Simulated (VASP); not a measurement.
# ZnO (zincite) (P6_3mc) in VASP: single point with r2SCAN

Aim: the single point of ZnO (zincite) with r2SCAN.

Everything below comes from runs of VASP 6.6.1. Logs are shortened: lines on timing, memory, paths and dates and some standing lists are left out, and cuts for length are marked.

**The experiment to reproduce.**

From “Electronic structure of alkaline earth and post-transition metal oxides”, 2009, arxiv:0908.1581, for a bulk crystal of ZnO: band gap 3.37 eV.

How close the calculation comes is told below.

## Step 1: Starting point

It takes space group P6_3mc (No. 186, hexagonal). The conventional cell has a = 3.249 Å, b = 3.249 Å, c = 5.206 Å, α = 90.00°, β = 90.00°, γ = 120.00°. Zn (site symmetry 3m) is surrounded by 4 O at 1.97 to 1.98 Å. Around O (site symmetry 3m) lie 4 Zn at 1.97 to 1.98 Å.

## Step 2: Single point, r2SCAN

Input file POSCAR:

```
ZnO
1.0
    3.2493080000      0.0000000000      0.0000000000
   -1.6246540000      2.8139832700      0.0000000000
    0.0000000000      0.0000000000      5.2057090000
Zn O
2 2
Direct
    0.3333333300      0.6666666700      0.5000000000
    0.6666666700      0.3333333300      0.0000000000
    0.6666666700      0.3333333300      0.3790100000
    0.3333333300      0.6666666700      0.8790100000
```

Input file INCAR.step1:

```
SYSTEM = ZnO
PREC     = Accurate       ! precision mode
ENCUT    = 520            ! plane-wave cutoff, eV
ISMEAR   = -1             ! smearing method
SIGMA    = 0.1            ! smearing width, eV
LREAL    = .False.        ! projectors in reciprocal space
LASPH    = .True.         ! aspherical terms in the spheres
NELM     = 100            ! most SCF steps
NBANDS   = 26             ! bands
GGA      = PE             ! functional
ALGO     = Normal         ! electronic algorithm
EDIFF    = 1E-4           ! SCF threshold, eV
LWAVE    = .True.         ! write WAVECAR
LCHARG   = .False.        ! write CHGCAR
```

Input file INCAR.step2:

```
SYSTEM = ZnO
PREC     = Accurate       ! precision mode
ENCUT    = 520            ! plane-wave cutoff, eV
EDIFF    = 1E-6           ! SCF threshold, eV
ISMEAR   = -1             ! smearing method
SIGMA    = 0.1            ! smearing width, eV
LREAL    = .False.        ! projectors in reciprocal space
LASPH    = .True.         ! aspherical terms in the spheres
NELM     = 100            ! most SCF steps
ALGO     = Normal         ! electronic algorithm
ISIF     = 2              ! what is computed and relaxed
LWAVE    = .False.        ! write WAVECAR
LCHARG   = .False.        ! write CHGCAR
METAGGA  = R2SCAN         ! meta-GGA
LMIXTAU  = .True.       
NBANDS   = 26             ! bands
ISTART   = 1
```

Input file KPOINTS:

```
Automatic mesh
0
Gamma
  6 6 3
  0 0 0
```

Potentials or basis: VASP PAW PBE potentials, release 64 (Zn, O).

Command:

```sh
cat potpaw_PBE.64/Zn/POTCAR potpaw_PBE.64/O/POTCAR > POTCAR
cp INCAR.step1 INCAR
mpirun -np 1 vasp_std > vasp.out
cp INCAR.step2 INCAR
mpirun -np 1 vasp_std > vasp.out
```

OUTCAR:

```text
SYSTEM = ZnO
   PREC = Accurate
   ENCUT = 520
   EDIFF = 1E-6
   ISMEAR = -1
   LREAL = .False.
   LASPH = .True.
   NELM = 100
   ISIF = 2
   METAGGA = R2SCAN
   ISTART = 1

 ion  position               nearest neighbor table
   1  0.333  0.667  0.500-   4 1.97   3 1.98   3 1.98   3 1.98
   2  0.667  0.333  0.000-   3 1.97   4 1.98   4 1.98   4 1.98
   3  0.667  0.333  0.379-   2 1.97   1 1.98   1 1.98   1 1.98
   4  0.333  0.667  0.879-   1 1.97   2 1.98   2 1.98   2 1.98

  LATTYP: Found a hexagonal cell.
 ALAT       =     3.2493080000
 C/A-ratio  =     1.6020977390

  Lattice vectors:

 A1 = (   3.2493080000,   0.0000000000,   0.0000000000)
 A2 = (  -1.6246540000,   2.8139832700,   0.0000000000)
 A3 = (   0.0000000000,   0.0000000000,   5.2057090000)

Analysis of symmetry for initial positions (statically):
=====================================================================
 Subroutine PRICEL returns:
 Original cell was already a primitive cell.

 Routine SETGRP: Setting up the symmetry group for a
 hexagonal supercell.

 Subroutine GETGRP returns: Found 12 space group operations
 (whereof  6 operations were pure point group operations)
 out of a pool of 24 trial point group operations.

The static configuration has the point symmetry C_3v.
 The point group associated with its full space group is C_6v.

Analysis of symmetry for dynamics (positions and initial velocities):
=====================================================================
 Subroutine PRICEL returns:
 Original cell was already a primitive cell.

 Routine SETGRP: Setting up the symmetry group for a
 hexagonal supercell.

 Subroutine GETGRP returns: Found 12 space group operations
 (whereof  6 operations were pure point group operations)
 out of a pool of 24 trial point group operations.

The dynamic configuration has the point symmetry C_3v.
 The point group associated with its full space group is C_6v.

 Subroutine INISYM returns: Found 12 space group operations
 (whereof  6 operations are pure point group operations),
 and found     1 'primitive' translations

----------------------------------------------------------------------------------------

                                     Primitive cell
[... 78 lines left out ...]
   ISPIN  =      1    spin polarized calculation?
   LNONCOLLINEAR =      F non collinear calculations
   LSORBIT =      F    spin-orbit coupling
   LASPH  =      T    aspherical Exc in radial PAW
   ENCUT  =  520.0 eV  38.22 Ry    6.18 a.u.   6.04  6.04  9.68*2*pi/ulx,y,z
   NELM   =    100;   NELMIN=  2; NELMDL=  0     # of ELM steps
   EDIFF  = 0.1E-05   stopping-criterion for ELM
   LREAL  =      F    real-space projection
   EDIFFG = 0.1E-04   stopping-criterion for IOM
   NSW    =      0    number of steps for IOM
   IBRION =     -1    ionic relax: 0-MD 1-quasi-New 2-CG
   NFREE  =      0    steps in history (QN), initial steepest desc. (CG)
   ISIF   =      2    stress and relaxation
   ISYM   =      2    0-nonsym 1-usesym 2-fastsym
   POTIM  = 0.5000    time-step for ionic-motion
   TEBEG  =    0.0;   TEEND  =   0.0 temperature during run
   PSTRESS=    0.0 pullay stress
   NELECT =      36.0000    total number of electrons
   NUPDOWN=      -1.0000    fix difference up-down
   EMIN   =  10.00;   EMAX   =-10.00  energy-range for DOS
   EFERMI =   0.00;   METHOD = LEGACY
   ISMEAR =    -1;   SIGMA  =   0.10  broadening in eV -4-tet -1-fermi 0-gaus
   EFERMI_NEDOS =   21; number of points for ismear=-14 and -15
   IALGO  =     38    algorithm
   IMIX   =      4    mixing-type and parameters
     AMIX     =   0.40;   BMIX     =  1.00
     AMIX_MAG =   1.60;   BMIX_MAG =  1.00
  volume/ion in A,a.u.               =      11.90        80.30
  Fermi-wavevector in a.u.,A,eV,Ry     =   1.491574  2.818667 30.270160  2.224794
  Thomas-Fermi vector in A             =   2.604212
   LORBIT       =      0    0 simple, 1 ext, 2 COOP (PROOUT), +10 PAW based schemes
   METAGGA = R2SCAN    functional components
   LHFCALC =     F    Hartree Fock is set to
   AEXX    =    0.0000 exact exchange contribution
   IVDW    =     0    specifies the selected vdW correction
   LEPSILON=     F    determine dielectric tensor
   LRPA    =     F    only Hartree local field effects (RPA)
 non-spin polarized calculation
  energy-cutoff  :      520.00
  volume of cell :       47.60
 maximum number of plane-waves:      1293
   NGX = 13   NGY = 13   NGZ = 19

 number of electron      36.0000017 magnetization

 Free energy of the ion-electron system (eV)
  ---------------------------------------------------
  ext. energy  EPLUGINS =         0.00000000
  ---------------------------------------------------
  free energy    TOTEN  =       -36.31474839 eV

  energy without entropy =      -36.31461829  energy(sigma->0) =      -36.31468334

 E-fermi :   1.5346     XC(G=0): -11.6613

 val. band max:        0.8436562095   @ k =   0.0000   0.0000   0.0000
 cond. band min:       2.0737616029   @ k =   0.0000   0.0000   0.0000
 fundamental gap:      1.2301053934
 Fermi energy:         1.5345768426

 k-point     1 :       0.0000    0.0000    0.0000
  band No.  band energies     occupation
      1     -18.2316      2.00000
      2     -17.5378      2.00000
      3      -4.9636      2.00000
      4      -4.9636      2.00000
      5      -4.9207      2.00000
      6      -4.8355      2.00000
[... 395 lines left out ...]
     25      15.7847      0.00000
     26      17.2326      0.00000

------------------------ aborting loop because EDIFF is reached ----------------------------------------

  FORCE on cell =-STRESS in cart. coord.  units (eV):
  Direction    XX          YY          ZZ          XY          YZ          ZX
  --------------------------------------------------------------------------------------
  -------------------------------------------------------------------------------------
  Total       -0.2124309     -0.2124309      0.3014754      0.0000000      0.0000000      0.0000000
  in kB       -7.1504921     -7.1504921     10.1477616      0.0000000      0.0000000      0.0000000
  external PRESSURE =      -1.3844075 kB  Pullay stress =       0.0000000 kB

 VOLUME and BASIS-vectors are now :
 -----------------------------------------------------------------------------
  energy-cutoff  :      520.00
  volume of cell :       47.60
      direct lattice vectors                 reciprocal lattice vectors
     3.249308000  0.000000000  0.000000000     0.307757836  0.177684070  0.000000000
    -1.624654000  2.813983270  0.000000000     0.000000000  0.355368140  0.000000000
     0.000000000  0.000000000  5.205709000     0.000000000  0.000000000  0.192096792

 POSITION                                       TOTAL-FORCE (eV/Angst)
 -----------------------------------------------------------------------------------
     -0.00000      1.87599      2.60285         0.000000     -0.000000     -0.086472
      1.62465      0.93799      0.00000        -0.000000      0.000000     -0.086472
      1.62465      0.93799      1.97302        -0.000000      0.000000      0.086472
     -0.00000      1.87599      4.57587         0.000000     -0.000000      0.086472
 -----------------------------------------------------------------------------------
    total drift:                                0.000004     -0.000002     -0.087102

  FREE ENERGIE OF THE ION-ELECTRON SYSTEM (eV)
  ---------------------------------------------------
  free  energy   TOTEN  =       -36.3147483925 eV

  energy  without entropy=      -36.3146182914  energy(sigma->0) =      -36.31468334
```

OUTCAR.step1:

```text
SYSTEM = ZnO
   PREC = Accurate
   ENCUT = 520
   ISMEAR = -1
   LREAL = .False.
   LASPH = .True.
   NELM = 100
[... 623 lines left out ...]
      1.62465      0.93799      0.00000         0.000000     -0.000000     -0.074344
      1.62465      0.93799      1.97302         0.000000     -0.000000      0.074344
     -0.00000      1.87599      4.57587         0.000000      0.000000      0.074344
 -----------------------------------------------------------------------------------
    total drift:                                0.000004     -0.000002     -0.000517

  FREE ENERGIE OF THE ION-ELECTRON SYSTEM (eV)
  ---------------------------------------------------
  free  energy   TOTEN  =       -17.8189612132 eV

  energy  without entropy=      -17.8181040219  energy(sigma->0) =      -17.81853262
```

Run time: 44 s. Hardware: 1 thread of AMD EPYC 9R45 (Zen 5), shared host; peak memory 0.14 GiB.

Results:

* Free energy: -36.3147 eV
* Pressure: -0.1 GPa
* Largest force: 0.086 eV/Å
* Band gap on the k mesh: 1.23 eV, direct

Forces in eV/Å, atoms in the order of the input:
```
Zn   0.000  0.000 -0.086
Zn   0.000  0.000 -0.086
O    0.000  0.000  0.086
O    0.000  0.000  0.086
```

Caveat: the PAW data sets were made with another functional, which shifts forces and pressure a little.

## Step 3: Comparison with measurements

Step 2. A measured gap of ZnO is 3.37 eV (quoted in “Electronic structure of alkaline earth and post-transition metal oxides”, 2009, arxiv:0908.1581); the calculated 1.23 eV misses it by -2.14 eV. So large a miss can be the level of theory's own, or it may mean another phase, state or a wrong row. The value is that of r2SCAN, without temperature or zero-point motion.
